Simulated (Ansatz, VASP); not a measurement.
Given: the input of a run of Ansatz 0.2.0 on K2S.

File input.yaml:

```yaml
crystal:
  lattice:
    - [0.0, 3.6820599233, 3.6820599233]
    - [3.6820599233, 0.0, 3.6820599233]
    - [3.6820599233, 3.6820599233, 0.0]
  atoms:
    - { symbol: K, position: [0.25, 0.25, 0.25] }
    - { symbol: K, position: [0.75, 0.75, 0.75] }
    - { symbol: S, position: [0.0, 0.0, 0.0] }
hamiltonian:
  xc: pbesol
  pseudopotentials: { kind: paw }
kpoints:
  mp_grid: { grid: [6, 6, 6] }
scf:
  occupations: { method: fermi_dirac, width: 0.05 }
output:
  forces: true
  stress: true
  eigenvalues: true
```

Potentials or basis: Ansatz PAW.

Run with:

```bash
$ ansatz run input.yaml --threads 1 --pin off --max-ram 3584MiB --backend cpu --events-out ev --progress --plain --runs-dir out
```

Q: Translate it to VASP 6.6.1. Potentials there: VASP PAW PBE potentials, release 64 (K_sv, S).

A: As run (the cutoff follows the program's own potentials):

The input INCAR:

```
PREC = Accurate
ENCUT = 520
EDIFF = 1E-7
ISMEAR = -1
SIGMA = 0.05
LREAL = False
LASPH = True
NELM = 60
ALGO = Normal
ISIF = 2
LWAVE = False
LCHARG = False
GGA = PS
NBANDS = 19
```

The input KPOINTS:

```
Automatic mesh
0
Gamma
  6 6 6
```

POSCAR

```
K2S
1.0
    0.0000000000      3.6820599233      3.6820599233
    3.6820599233      0.0000000000      3.6820599233
    3.6820599233      3.6820599233      0.0000000000
K S
2 1
Direct
    0.2500000000      0.2500000000      0.2500000000
    0.7500000000      0.7500000000      0.7500000000
    0.0000000000      0.0000000000      0.0000000000
```

Potentials or basis: VASP PAW PBE potentials, release 64 (K_sv, S).

Run with:

```sh
$ cat potpaw_PBE.64/K_sv/POTCAR potpaw_PBE.64/S/POTCAR > POTCAR
$ mpirun -np 1 vasp_std > vasp.out
```

Both were run:

|  | VASP | Ansatz | Ansatz less VASP |
| --- | --- | --- | --- |
| gap on the k mesh at the Fermi level (eV) | 2.32 | 2.32 | +0.001 |
| least direct gap on the mesh (eV) | 2.53 | 2.54 | +0.003 |
| pressure (GPa) | -0.2 | -0.2 | -0.05 |

The functional is the same, so the differences come from potentials, cutoffs and numerics.

Caveats: the PAW data sets were made with another functional, which shifts forces and pressure a little (VASP); the PAW data sets come from PBE, with cores solved anew for the run's functional, which leaves a small shift of forces and pressure (Ansatz). A k mesh can miss the band edges.
